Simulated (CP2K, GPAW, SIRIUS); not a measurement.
# Fitting the PBEsol energy curve of CuI

The structure is cubic, space group F-43m (No. 216). Conventional cell: a = 6.063 Å, b = 6.063 Å, c = 6.063 Å, α = 90.00°, β = 90.00°, γ = 90.00°. I (site symmetry -43m) is surrounded by 4 Cu at 2.63 Å. Around Cu (site symmetry -43m) lie 4 I at 2.63 Å.

The cell was scaled at fixed shape and fractions and run with CP2K, POTENTIAL_UZH I GTH-PBE-q7, Cu GTH-PBE-q11; TZVP-MOLOPT-PBE-GTH basis; PBEsol, k mesh 8 × 8 × 8 on the cell of 2 atoms, fermi-dirac occupations of 0.05 eV, no spin polarisation, no spin-orbit coupling. The potentials were made for PBE. Energies are those that the program minimises, any entropy of the smearing included.

| V (Å³/atom) | energy over the lowest row (meV/atom) |
| --- | --- |
| 26.1879 | 3.01 |
| 26.7451 | 0.00 |
| 27.3023 | 1.03 |
| 27.8595 | 5.10 |
| 28.4167 | 12.04 |
| 28.9738 | ? |
| 29.5310 | 33.16 |

Q: Fit the third-order Birch-Murnaghan form, give V0, B0 and B′, and predict the energy left open.

A: With y = (V0/V)^(2/3), E = E0 + (9 V0 B0/16) [(y - 1)³ B′ + (y - 1)² (6 - 4y)]. Least squares through the rows shown give V0 = 26.8856 Å³/atom, E0 = -0.03 meV, B0 = 50.32 GPa (1 eV/Å³ = 160.218 GPa) and B′ = 5.66, with a largest miss of 0.09 meV, so B0 and B′ are loose. At V = 28.9738 the form with these constants gives 21.54 meV; the run gave 21.50 meV an atom. Other set-ups at this level, from all their volumes (Å³/atom, GPa): GPAW, PAW data sets generated for this functional: V0 26.675, B0 48.3; SIRIUS, PseudoDojo 0.4.1 PBEsol standard (scalar relativistic): V0 26.333, B0 49.17. Measured volume: 27.72 Å³/atom (arxiv:2305.18931), so the fit lies -3.0 % from it. The runs are for a static lattice.
